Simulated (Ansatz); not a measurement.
# C: a line through an energy map

Aim: follow the energy of C (P6_3/mmc, No. 194; 4 atoms in the cell) along one coordinate, c/a of the conventional cell, with the other held at volume per atom = 5.367 Å³.

A COD entry behind a cell of this session may itself be a prediction, so a difference from it is no test against experiment.

Computed with Ansatz 0.2.0 (DFT PBE, scalar-relativistic, plane waves, PAW, unless a step's input says otherwise).

41 further runs of the same task are left out: 41 set aside as unsound or not needed.

## Step 1: Starting point

The structure is hexagonal, space group P6_3/mmc (No. 194). The conventional cell has a = 2.512 Å, b = 2.512 Å, c = 4.180 Å, α = 90.00°, β = 90.00°, γ = 120.00°. Around C (site symmetry 3m) lie 4 C at 1.54 to 1.57 Å.

As a file:

```
C
1.0
     2.51164    0.00000    0.00000
    -1.25582    2.17514    0.00000
     0.00000    0.00000    4.18029
C
4
Direct
  0.33333 0.66667 0.06273
  0.66667 0.33333 0.56273
  0.33333 0.66667 0.43727
  0.66667 0.33333 0.93727
```

It is the result of an earlier relaxation at this level (volume 5.71 Å³/atom; gap on the mesh: 3.36 eV).

## Step 2: What is varied

The energy is mapped over volume and the cell's shape.

- volume per atom: 9 values from 5.024 to 6.395 Å³
- c/a of the conventional cell: 9 values from 1.387 to 1.997

Relaxed at each point: the atoms inside the fixed cell. Energies count from the relaxed crystal. Points are written as (first, second).

## Step 3: The run at (5.367 Å³, 1.387)

The input, input.yaml:

```yaml
crystal:
  lattice:
    - [2.6142859463, 0.0, 0.0]
    - [-1.3071429731, 2.2640380422, 0.0]
    - [0.0, 0.0, 3.6270603218]
  atoms:
    - { symbol: C, position: [0.3333333333, 0.6666666667, 0.0627314063] }
    - { symbol: C, position: [0.6666666667, 0.3333333333, 0.5627314063] }
    - { symbol: C, position: [0.3333333333, 0.6666666667, 0.4372685937] }
    - { symbol: C, position: [0.6666666667, 0.3333333333, 0.9372685937] }
basis:
  ecutwfc: 520.0
kpoints:
  mp_grid: { grid: [12, 12, 6] }
hamiltonian:
  xc: pbe
  pseudopotentials: { kind: paw, azcp: { folder: soft_1 } }
scf:
  occupations: { method: gaussian, width: 0.05 }
output:
  forces: true
  stress: true
  eigenvalues: true
relax:
  adjacent_minimum: "off"
  f_tol: 0.01
  max_steps: 30
```

Started as:

```sh
ansatz run input.yaml --threads 1 --pin off --max-ram 2048MiB --backend cpu --events-out ev --progress --plain --runs-dir out
```

The session goes on with these runs: the other points of the line.

What does the calculation give? Wanted: for each run, c/a of the conventional cell; energy; slope; pressure.

As calculated:

| c/a of the conventional cell | step | energy (meV/atom) | slope (meV/atom per unit) | pressure (GPa) | band gap on the k-mesh (eV) |
| --- | --- | --- | --- | --- | --- |
| 1.387 | 3 | 609 | −4666 | 49.7 | 1.64 |
| 1.452 | 4 | 352 | −3301 | 41.6 | 2.46 |
| 1.520 | 5 | 172 | −2068 | 35.6 | 3.22 |
| 1.590 | 6 | 66 | −971 | 31.7 | 3.29 |
| 1.664 | – | 31 | −10 | 30.0 | 3.11 |
| 1.742 | 7 | 63 | 817 | 30.9 | 2.98 |
| 1.823 | – | 159 | 1513 | 34.6 | 2.80 |
| 1.908 | 8 | 312 | 2075 | 41.9 | 1.35 |
| 1.997 | 9 | 516 | 2488 | 53.5 | 0.00 |

Energies count from the relaxed crystal. Rows without a step come from runs not printed here or follow by symmetry. Slopes come from the forces (and the stress, where the cell changes), not from differences of energies.

What this shows: The lowest point of the line is at 1.664, 31 meV/atom from the zero. Energies and slopes round the minimum, fitted together, put the minimum at 1.6653, with a curvature of about 12000 meV/atom per (unit)². The highest point computed, at 1.387, lies 578 meV/atom above the lowest. The gap on the mesh reads zero on part of the line; semilocal functionals close small gaps early. This is one cut through a surface in two coordinates; the map's lowest point lies off it. The gap on the mesh closes on part of the grid.
